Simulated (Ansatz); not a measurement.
## FeNi3 (I4/mmm) at 2 levels of theory

One geometry, relaxed with PBE; plane waves with PAW potentials in Ansatz, scalar-relativistic. Collinear spin, ending at 4.6 μB a primitive cell. Gaps are the least over mesh and band path; pressure is positive in compression.

```cif
data_structure
_symmetry_space_group_name_H-M 'I4/mmm'
_symmetry_Int_Tables_number 139
_cell_length_a 3.5413
_cell_length_b 3.5413
_cell_length_c 7.0889
_cell_angle_alpha 90.000
_cell_angle_beta 90.000
_cell_angle_gamma 90.000
_cell_volume 88.90
loop_
_atom_site_label
_atom_site_type_symbol
_atom_site_symmetry_multiplicity
_atom_site_Wyckoff_symbol
_atom_site_fract_x
_atom_site_fract_y
_atom_site_fract_z
_atom_site_occupancy
Fe1 Fe 2 a 0.00000 0.00000 0.00000 1
Ni1 Ni 2 b 0.50000 0.50000 0.00000 1
Ni2 Ni 4 d 0.00000 0.50000 0.25000 1
```

```
level  cutoff (eV)    k mesh  gap (eV)  pressure (GPa)  largest moment (μB)
  PBE          420  18×18×18         0             0.0                 2.84
```

Task: What comes out on the same cell with r2SCAN?

Result:
| level | cutoff (eV) | k mesh | gap (eV) | pressure (GPa) | largest moment (μB) |
| --- | --- | --- | --- | --- | --- |
| r2SCAN | 500 | 18×18×18 | 0 | -4.9 | 3.15 |

The state reached may not be the lowest one.

It was relaxed from a Materials Project cell.
